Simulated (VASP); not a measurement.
# SrO (P1) in VASP: single point with PBE

Aim: the single point of SrO with PBE.

Everything below comes from runs of VASP 6.6.1. Logs are shortened: lines on timing, memory, paths and dates and some standing lists are left out, and cuts for length are marked.

**1. The cell of the first run**

The typed cell holds 4 atoms: a = 3.673 Å, b = 3.673 Å, c = 6.363 Å, α = 73.22°, β = 73.22°, γ = 60.00°.

**2. Single point, PBE (mode 6 frozen in at -0.077 Å and mode 10 at -0.278 Å (largest displacements))**

INCAR reads:

```
SYSTEM = SrO
ALGO = Fast ; EDIFF = 1E-6
ENCUT = 520 ; GGA = PE
ISIF = 2 ; ISMEAR = 0
LASPH = .TRUE. ; LCHARG = .TRUE.
LELF = .TRUE. ; LREAL = .FALSE.
LVHAR = .TRUE. ; LWAVE = .FALSE.
NBANDS = 24 ; NELM = 100
PREC = Accurate ; SIGMA = 0.05
```

KPOINTS reads:

```
k-points
0
G
  9 9 8
  0 0 0
```

POSCAR reads:

```
SrO
1.0
    0.0000000000     -2.5975079636     -2.5975079636
   -2.5975079636      0.0000000000     -2.5975079636
    2.5975079636      2.5975079636     -5.1950159271
Sr O
2 2
Direct
    0.0013619915     -0.0040859746      0.0013619915
    0.5013619915      0.4959140254      0.5013619915
    0.6779484766      0.8556450739      0.7425409303
    0.3071333786      0.1891093606      0.2425409249
```

Potentials or basis: VASP PAW PBE potentials, release 64 (Sr_sv, O).

Started as:

```bash
$ cat potpaw_PBE.64/Sr_sv/POTCAR potpaw_PBE.64/O/POTCAR > POTCAR
$ mpirun -np 1 vasp_std > vasp.out
```

OUTCAR:

```text
SYSTEM = SrO
   EDIFF = 1E-6
   ENCUT = 520
   GGA = PE
   ISIF = 2
   ISMEAR = 0
   LASPH = .TRUE.
   LREAL = .FALSE.
   NELM = 100
   PREC = Accurate

 ion  position               nearest neighbor table
   1  0.001  0.996  0.001-   4 2.43   3 2.45   4 2.56   3 2.57   4 2.73   3 2.91   2 3.67   2 3.67
                             2 3.67   2 3.67   2 3.67   2 3.67
   2  0.501  0.496  0.501-   3 2.30   4 2.48   4 2.65   3 2.67   4 2.77   3 2.78   1 3.67   1 3.67
                             1 3.67   1 3.67   1 3.67   1 3.67
   3  0.678  0.856  0.743-   2 2.30   1 2.45   1 2.57   2 2.67   2 2.78   1 2.91
   4  0.307  0.189  0.243-   1 2.43   2 2.48   1 2.56   2 2.65   1 2.73   2 2.77

  LATTYP: Found a trigonal (rhomboedric) cell.
 ALAT       =     6.3625691136
 COS(alpha) =     0.8333333333

  Lattice vectors:

 A1 = (   2.5975079636,   5.1950159272,  -2.5975079635)
 A2 = (   5.1950159272,   2.5975079636,  -2.5975079635)
 A3 = (   2.5975079636,   2.5975079636,  -5.1950159271)

Analysis of symmetry for initial positions (statically):
=====================================================================
 Subroutine PRICEL returns:
 Original cell was already a primitive cell.

 Routine SETGRP: Setting up the symmetry group for a
 trigonal (rhombohedral) supercell.

 Subroutine GETGRP returns: Found  1 space group operations
 (whereof  1 operations were pure point group operations)
 out of a pool of 12 trial point group operations.

The static configuration has the point symmetry C_1 .

Analysis of symmetry for dynamics (positions and initial velocities):
=====================================================================
 Subroutine PRICEL returns:
 Original cell was already a primitive cell.

 Routine SETGRP: Setting up the symmetry group for a
 trigonal (rhombohedral) supercell.

 Subroutine GETGRP returns: Found  1 space group operations
 (whereof  1 operations were pure point group operations)
 out of a pool of 12 trial point group operations.

The dynamic configuration has the point symmetry C_1 .

 Subroutine INISYM returns: Found  1 space group operations
 (whereof  1 operations are pure point group operations),
 and found     1 'primitive' translations

----------------------------------------------------------------------------------------

                                     Primitive cell

  volume of cell :      70.1020

  direct lattice vectors                    reciprocal lattice vectors
     0.000000000 -2.597507964 -2.597507964     0.096246096 -0.288738287 -0.096246096
    -2.597507964  0.000000000 -2.597507964    -0.288738287  0.096246096 -0.096246096
     2.597507964  2.597507964 -5.195015927     0.096246096  0.096246096 -0.096246096

  length of vectors
     3.673430990  3.673430990  6.362569114     0.319212187  0.319212187  0.166703128

  position of ions in fractional coordinates (direct lattice)
     0.001361991  0.995914025  0.001361991
     0.501361991  0.495914025  0.501361991
     0.677948477  0.855645074  0.742540930
     0.307133379  0.189109361  0.242540925

  ion indices of the primitive-cell ions
   primitive index   ion index
                 1           1
                 2           2
                 3           3
                 4           4

----------------------------------------------------------------------------------------

 KPOINTS: k-points

Automatic generation of k-mesh.
 Grid dimensions read from file:
 generate k-points for:    9    9    8

 Generating k-lattice:

  Cartesian coordinates                     Fractional coordinates (reciprocal lattice)
     0.010694011 -0.032082032 -0.010694011     0.111111111  0.000000000  0.000000000
    -0.032082032  0.010694011 -0.010694011     0.000000000  0.111111111  0.000000000
     0.012030762  0.012030762 -0.012030762     0.000000000  0.000000000  0.125000000

  Length of vectors
     0.035468021  0.035468021  0.020837891

  Shift w.r.t. Gamma in fractional coordinates (k-lattice)
     0.000000000  0.000000000  0.000000000

 -----------------------------------------------------------------------------
|                                                                             |
|           W    W    AA    RRRRR   N    N  II  N    N   GGGG   !!!           |
|           W    W   A  A   R    R  NN   N  II  NN   N  G    G  !!!           |
|           W    W  A    A  R    R  N N  N  II  N N  N  G       !!!           |
|           W WW W  AAAAAA  RRRRR   N  N N  II  N  N N  G  GGG   !            |
|           WW  WW  A    A  R   R   N   NN  II  N   NN  G    G                |
|           W    W  A    A  R    R  N    N  II  N    N   GGGG   !!!           |
|                                                                             |
|     Your reciprocal lattice and k-lattice belong to different lattice       |
|     classes:                                                                |
|                                                                             |
|        The reciprocal lattice is rhombohedral (trigonal),                   |
|        whereas your k-lattice is base-centered monoclinic.                  |
|                                                                             |
|     Results are often still useful ...                                      |
|                                                                             |
 -----------------------------------------------------------------------------

 WARNING: IBZKPT: internal override: KBLOWUP is changed to .FALSE.
      ... skipping the blow-up phase ...

 Subroutine IBZKPT returns following result:
 ===========================================

 Found    325 irreducible k-points:

 Following reciprocal coordinates:
            Coordinates               Weight
  0.000000  0.000000  0.000000      1.000000
  0.111111  0.000000  0.000000      2.000000
  0.222222  0.000000 -0.000000      2.000000
  0.333333  0.000000  0.000000      2.000000
  0.444444  0.000000 -0.000000      2.000000
  0.000000  0.111111  0.000000      2.000000
[... 16 lines left out ...]
 -0.111111  0.222222 -0.000000      2.000000
  0.000000  0.333333  0.000000      2.000000
 [... further k-points ...]
   k-points           NKPTS =    325   k-points in BZ     NKDIM =    325   number of bands    NBANDS=     24
   number of dos      NEDOS =    301   number of ions     NIONS =      4
   total plane-waves  NPLWV =  37632
   dimension x,y,z NGX =    28 NGY =   28 NGZ =   48
   dimension x,y,z NGXF=    56 NGYF=   56 NGZF=   96
   ions per type =               2   2
   NGX,Y,Z   is equivalent  to a cutoff of  12.67, 12.67, 12.54 a.u.
   NGXF,Y,Z  is equivalent  to a cutoff of  25.34, 25.34, 25.08 a.u.
 SYSTEM =  SrO
   PREC   = accura    normal or accurate (medium, high low for compatibility)
   ISTART =      0    job   : 0-new  1-cont  2-samecut
   ICHARG =      2    charge: 1-file 2-atom 10-const
   ISPIN  =      1    spin polarized calculation?
   LNONCOLLINEAR =      F non collinear calculations
   LSORBIT =      F    spin-orbit coupling
   LASPH  =      T    aspherical Exc in radial PAW
   ENCUT  =  520.0 eV  38.22 Ry    6.18 a.u.   6.83  6.83 11.83*2*pi/ulx,y,z
   NELM   =    100;   NELMIN=  2; NELMDL= -5     # of ELM steps
   EDIFF  = 0.1E-05   stopping-criterion for ELM
   LREAL  =      F    real-space projection
   EDIFFG = 0.1E-04   stopping-criterion for IOM
   NSW    =      0    number of steps for IOM
   IBRION =     -1    ionic relax: 0-MD 1-quasi-New 2-CG
   NFREE  =      0    steps in history (QN), initial steepest desc. (CG)
   ISIF   =      2    stress and relaxation
   ISYM   =      2    0-nonsym 1-usesym 2-fastsym
   POTIM  = 0.5000    time-step for ionic-motion
   TEBEG  =    0.0;   TEEND  =   0.0 temperature during run
   PSTRESS=    0.0 pullay stress
   NELECT =      32.0000    total number of electrons
   NUPDOWN=      -1.0000    fix difference up-down
   EMIN   =  10.00;   EMAX   =-10.00  energy-range for DOS
   EFERMI =   0.00;   METHOD = LEGACY
   ISMEAR =     0;   SIGMA  =   0.05  broadening in eV -4-tet -1-fermi 0-gaus
   EFERMI_NEDOS =   21; number of points for ismear=-14 and -15
   IALGO  =     68    algorithm
   IMIX   =      4    mixing-type and parameters
     AMIX     =   0.40;   BMIX     =  1.00
     AMIX_MAG =   1.60;   BMIX_MAG =  1.00
  volume/ion in A,a.u.               =      17.53       118.27
  Fermi-wavevector in a.u.,A,eV,Ry     =   1.260515  2.382028 21.618263  1.588897
  Thomas-Fermi vector in A             =   2.394020
   LORBIT       =      0    0 simple, 1 ext, 2 COOP (PROOUT), +10 PAW based schemes
   GGA     = PE    functional components
   LHFCALC =     F    Hartree Fock is set to
   AEXX    =    0.0000 exact exchange contribution
   IVDW    =     0    specifies the selected vdW correction
   LEPSILON=     F    determine dielectric tensor
   LRPA    =     F    only Hartree local field effects (RPA)
 non-spin polarized calculation
 RMM-DIIS sequential band-by-band and
 Gauss-broadening in eV      SIGMA  =   0.05
  energy-cutoff  :      520.00
  volume of cell :       70.10
 maximum number of plane-waves:      1903
   NGX = 13   NGY = 13   NGZ = 23

 number of electron      32.0000000 magnetization

 Free energy of the ion-electron system (eV)
  ---------------------------------------------------
  ext. energy  EPLUGINS =         0.00000000
  ---------------------------------------------------
  free energy    TOTEN  =       -23.75496627 eV

  energy without entropy =      -23.75496627  energy(sigma->0) =      -23.75496627

 E-fermi :   1.8506     XC(G=0):  -9.8619

 val. band max:        1.6148956046   @ k =   0.0000   0.0000   0.0000
 cond. band min:       4.8651447046   @ k =   0.0000   0.4444   0.5000
 fundamental gap:      3.2502491000
 Fermi energy:         1.8505812065

 k-point     1 :       0.0000    0.0000    0.0000
  band No.  band energies     occupation
      1     -30.9265      2.00000
      2     -30.7988      2.00000
      3     -15.1526      2.00000
      4     -13.6073      2.00000
      5     -12.7453      2.00000
      6     -12.7145      2.00000
[... 16 lines left out ...]
     23       9.6688      0.00000
     24      10.1646      0.00000
[... 598 lines left out ...]
      2     -30.7698      2.00000
      3     -14.7559      2.00000
      4     -14.4548      2.00000
      5     -13.2692      2.00000
      6     -12.8354      2.00000
[... 16 lines left out ...]
     23      10.4234      0.00000
     24      10.8847      0.00000

 [... further k-points ...]

------------------------ aborting loop because EDIFF is reached ----------------------------------------

  FORCE on cell =-STRESS in cart. coord.  units (eV):
  Direction    XX          YY          ZZ          XY          YZ          ZX
  --------------------------------------------------------------------------------------
  -------------------------------------------------------------------------------------
  Total        2.7624133      1.3819820      0.2353655      0.6571639     -0.0374950     -0.2647819
  in kB       63.1347665     31.5851050      5.3792634     15.0194362     -0.8569450     -6.0515730
  external PRESSURE =      33.3663783 kB  Pullay stress =       0.0000000 kB

 VOLUME and BASIS-vectors are now :
 -----------------------------------------------------------------------------
  energy-cutoff  :      520.00
  volume of cell :       70.10
      direct lattice vectors                 reciprocal lattice vectors
     0.000000000 -2.597507964 -2.597507964     0.096246096 -0.288738287 -0.096246096
    -2.597507964  0.000000000 -2.597507964    -0.288738287  0.096246096 -0.096246096
     2.597507964  2.597507964 -5.195015927     0.096246096  0.096246096 -0.096246096

 POSITION                                       TOTAL-FORCE (eV/Angst)
 -----------------------------------------------------------------------------------
     -2.58336      0.00000     -2.59751         0.072307     -0.027666     -0.001900
      0.01415      0.00000     -5.19502        -0.744266     -0.074866      0.037204
     -0.29379      0.16778     -7.84103         1.386713     -0.616543      0.148229
      0.13879     -0.16778     -2.54900        -0.714755      0.719075     -0.183533
 -----------------------------------------------------------------------------------
    total drift:                                0.000856     -0.000065     -0.000177

  FREE ENERGIE OF THE ION-ELECTRON SYSTEM (eV)
  ---------------------------------------------------
  free  energy   TOTEN  =       -23.7549662651 eV

  energy  without entropy=      -23.7549662651  energy(sigma->0) =      -23.75496627
```

Run time: 13 min. Hardware: 1 thread of Intel Xeon Platinum 8259CL at 2.50GHz (Skylake/Cascade Lake), shared host; peak memory 0.54 GiB.

Results:

| Item | Value |
| --- | --- |
| Free energy | -23.7550 eV |
| Pressure | 3.3 GPa |
| Largest force | 1.525 eV/Å |
| Band gap on the k mesh | 3.25 eV, indirect (least direct gap 3.42 eV) |

Forces in eV/Å, atoms in the order of the input:
```
Sr   0.072 -0.028 -0.002
Sr  -0.744 -0.075  0.037
O    1.387 -0.617  0.148
O   -0.715  0.719 -0.184
```

Levels at points of the mesh, in eV from the valence-band top:
```tsv
k point	band 13	band 14	band 15	band 16	band 17	band 18	band 19	band 20
(0.00, 0.00, 0.00)	-1.19	-0.13	-0.10	0.00	3.51	5.43	6.07	6.09
(0.00, 0.00, 0.50)	-0.86	-0.84	-0.57	-0.51	5.26	5.33	5.96	5.98
```

Caveat: an odd mesh through Γ misses points on the zone boundary, where band edges often lie; forces of over 1 eV/Å show positions far from the minimum, so gaps and moduli don't describe the material at rest.
